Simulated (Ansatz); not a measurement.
# NaCl: relaxation of cell and atoms with PBEsol

Crystal: NaCl.

```
Cl Na
1.0
     0.00000    2.79406    2.79406
     2.79406    0.00000    2.79406
     2.79406    2.79406    0.00000
Cl Na
1 1
Direct
  0.50000 0.50000 0.50000
  0.00000 0.00000 0.00000
```

The cell is a database's computed one.

```
Program             : Ansatz 0.2.0
Task                : relaxation of cell and atoms
Functional          : PBEsol
Potentials or basis : all-electron LAPW, scalar-relativistic
Basis error allowed : 0.001 eV/atom
k mesh              : 8 × 8 × 8
Occupations         : fermi-dirac, width 0.05 eV
Spin                : no spin polarisation
```

```
Relaxed volume                         : 21.98 Å³/atom
Relaxed cell                           : a = 3.961 Å, b = 3.961 Å, c = 3.961 Å, α = 60.00°, β = 60.00°, γ = 60.00°
Space group after relaxing (to 0.05 Å) : Fm-3m (No. 225)
Energy gained by relaxing              : 0.1 meV/atom
Ionic steps                            : 4
Pressure after relaxing                : 0.0 GPa
Band gap on the k mesh                 : 5.01 eV
```

The path:
| step | energy change (eV) | largest force (eV/Å) | volume (Å³) |
| --- | --- | --- | --- |
| 1 | 0.0000 | 0.0000 | 43.63 |
| 2 | -0.0002 | 0.0000 | 43.84 |
| 3 | -0.0002 | 0.0000 | 43.96 |
| 4 | -0.0002 | 0.0000 | 43.96 |

Final structure:
```cif
data_structure
_symmetry_space_group_name_H-M 'P 1'
_symmetry_Int_Tables_number 1
_cell_length_a 3.9615
_cell_length_b 3.9615
_cell_length_c 3.9615
_cell_angle_alpha 60.000
_cell_angle_beta 60.000
_cell_angle_gamma 60.000
_cell_volume 43.96
loop_
_atom_site_label
_atom_site_type_symbol
_atom_site_fract_x
_atom_site_fract_y
_atom_site_fract_z
_atom_site_occupancy
Cl1 Cl 0.50000 0.50000 0.50000 1
Na1 Na 0.00000 0.00000 0.00000 1
```

Wall time 5.3 s on 1 thread of AMD EPYC 7R43 64-Core Processor (Zen 3), on a shared host, peak memory 0.3 GiB.

A k mesh can miss the band edges. PBEsol gaps usually lie below the measured ones, often by a third to a half.
